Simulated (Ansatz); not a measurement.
# TiAl3 in Ansatz: the effect of target pressure

The system is TiAl3.

```xyz
4
Lattice="-1.9111 1.9111 4.2807 1.9111 -1.9111 4.2807 1.9111 1.9111 -4.2807" Properties=species:S:1:pos:R:3 pbc="T T T"
Ti    0.0000    0.0000    0.0000
Al    1.9111    0.0000    2.1403
Al    0.0000    1.9111    2.1403
Al    0.0000    0.0000    4.2807
```

The cell comes from a database or a generator and needn't be the stable form of this composition.

Alike in all runs:

| Item | Value |
| --- | --- |
| Program | Ansatz 0.2.0 |
| Task | relaxation of cell and atoms |
| Functional | PBEsol |
| Potentials or basis | Ansatz PAW |
| Cutoff | 420 eV (not typed: the program's choice for these potentials) |
| k mesh | 10 × 10 × 10 |
| Occupations | fermi-dirac, width 0.05 eV |
| Spin | no spin polarisation |

Each run relaxes the cell or the atoms first.

| target pressure | relaxed volume (Å³/atom) |
| --- | --- |
| 0 GPa | 15.57 |
| 2 GPa | 15.30 |
| 5 GPa | 14.94 |
| 10 GPa | ? |
| 20 GPa | 13.58 |
| 30 GPa | 12.93 |

Task: What does the run with target pressure 10 GPa give?

Result: Relaxed volume 14.42 Å³/atom.

Worked out: In Murnaghan's law V^(-B') rises as a straight line in P. The other rows fit best with B' = 3.7, V0 = 15.57 Å³/atom and B0 = 112 GPa, which gives 14.42 Å³/atom at 10 GPa, against the run's 14.42.

Caveats: the plane-wave basis is chosen anew once the cell has moved, so the energies of steps on either side of that aren't comparable; the PAW data sets come from PBE, with cores solved anew for the run's functional, which leaves a small shift of forces and pressure; the volume moved by over 15 % at a fixed basis, so the end points are rough (some runs).
